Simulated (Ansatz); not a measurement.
Crystal: Fe.

```
Fe
1.0
     0.00000    1.94174    1.96511
     1.49844    0.00000    1.96511
     1.49844    1.94174    0.00000
Fe
1
Cartesian
  0.0000 0.0000 0.0000
```

```yaml
Program: Ansatz 0.2.0
Task: relaxation of cell and atoms
Functional: PBEsol
Dispersion: D3(BJ)
Potentials_or_basis: Ansatz PAW
Cutoff: "420 eV (not typed: the program's choice for these potentials)"
k_mesh: 13 × 13 × 13
Occupations: fermi-dirac, width 0.05 eV
Spin: collinear spin, ferromagnetic start
Starting_moments: "[3.0] μB"
```

At the start: volume 11.44 Å³/atom.

Question: How do energy, volume and symmetry change on relaxing?

Answer: It ends after 6 steps and the volume is 10.55 Å³/atom (-7.8 %); space group Im-3m (No. 229, to 0.05 Å); moment 2.02 μB per cell.

The path:
```tsv
step	energy change (eV)	largest force (eV/Å)	volume (Å³)
1	0.0000	0.0000	11.44
2	-0.0492	0.0000	10.92
3	-0.0651	0.0000	10.43
4	-0.0662	0.0000	10.56
5	-0.0662	0.0000	10.55
6	-0.0657	0.0000	10.55
```

Final structure:
```xyz
1
Lattice="0.0000 1.9536 1.9538 1.3818 0.0000 1.9538 1.3818 1.9536 0.0000" Properties=species:S:1:pos:R:3 pbc="T T T"
Fe    0.0000    0.0000    0.0000
```

Caveat: the plane-wave basis is chosen anew once the cell has moved, so the energies of steps on either side of that aren't comparable; pairwise dispersion overbinds metals, which lowers pressure and volume; the PAW data sets come from PBE, with cores solved anew for the run's functional, which leaves a small shift of forces and pressure.
